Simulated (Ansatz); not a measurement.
The system is Pt.

```
CELL_PARAMETERS angstrom
-1.58422 1.58422 1.58422
1.58422 -1.58422 1.58422
1.58422 1.58422 -1.58422
ATOMIC_POSITIONS crystal
Pt 0.00000 0.00000 0.00000
```

This isn't the form of Pt at room conditions, which is fcc.

Base run:

| Property | Result |
| --- | --- |
| Program | Ansatz 0.2.0 |
| Functional | PBEsol |
| Potentials or basis | JTH PAW |
| Cutoff | 750 eV (not typed: the program's choice for these potentials) |
| k mesh | 12 × 12 × 12 |
| Occupations | fermi-dirac, width 0.05 eV |
| Spin | no spin polarisation |

Its results: band gap on the k mesh none (metal or under the smearing width); pressure -10.2 GPa.

Question: The run is repeated on the same cell with these changes: potentials or basis from JTH PAW to Ansatz PAW earlier set; cutoff from 750 eV (not typed: the program's choice for these potentials) to 570 eV (not typed: the program's choice for these potentials); valence electrons from 10 to 18. What comes out?

Answer: Band gap on the k mesh none (metal or under the smearing width); pressure -11.2 GPa.

Caveats: spin-orbit coupling is left out, which moves the levels of the heavy elements; the PAW data sets come from PBE, with cores solved anew for the run's functional, which leaves a small shift of forces and pressure (some runs).
